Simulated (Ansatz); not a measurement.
Space group P6_322 (No. 182). a = 5.015 Å, b = 5.015 Å, c = 8.539 Å, α = 90.00°, β = 90.00°, γ = 120.00°
| atom | site | symmetry | x | y | z |
| --- | --- | --- | --- | --- | --- |
| Si | 4f | 3.. | 0.6667 | 0.3333 | 0.9370 |
| O | 6g | .2. | 0.0000 | 0.4121 | 0.0000 |
| O | 2c | 3.2 | 0.6667 | 0.3333 | 0.7500 |

Equation of state of this SiO2 structure (not necessarily the ground state), with shape and atoms relaxed at each volume where symmetry leaves them free. The calculation used DFT LDA, scalar-relativistic, plane waves, PAW (Ansatz).

Settings: cutoff 420 eV, Γ-centred mesh 6×6×4 on the computed 12-atom cell, Gaussian smearing of 0.02 eV; no spin polarisation.

| V (Å³/atom) | E − E(largest V) (meV/atom) | P (GPa) | gap on mesh (eV) |
| --- | --- | --- | --- |
| 13.640 | 12.66 | 5.16 | 5.54 |
| 14.105 | 0.44 | 3.35 | 5.51 |
| 14.570 | -7.04 | 1.93 | 5.47 |
| 15.035 | -11.06 | 0.85 | 5.44 |
| 15.500 | -12.18 | -0.03 | 5.42 |
| 15.965 | -10.95 | -0.89 | 5.39 |
| 16.430 | -7.64 | -1.64 | 5.36 |
| 17.050 | 0.00 | -2.83 | 5.28 |

Fit a third-order Birch–Murnaghan equation to E(V).

V0 = 15.46 Å³/atom, B0 = 29 GPa, B0' = 4.8.

This form isn't the usual stable structure of the compound.

Cost: 8 runs of about 13 core-minutes in all, on Arm Neoverse V2 (shared hosts).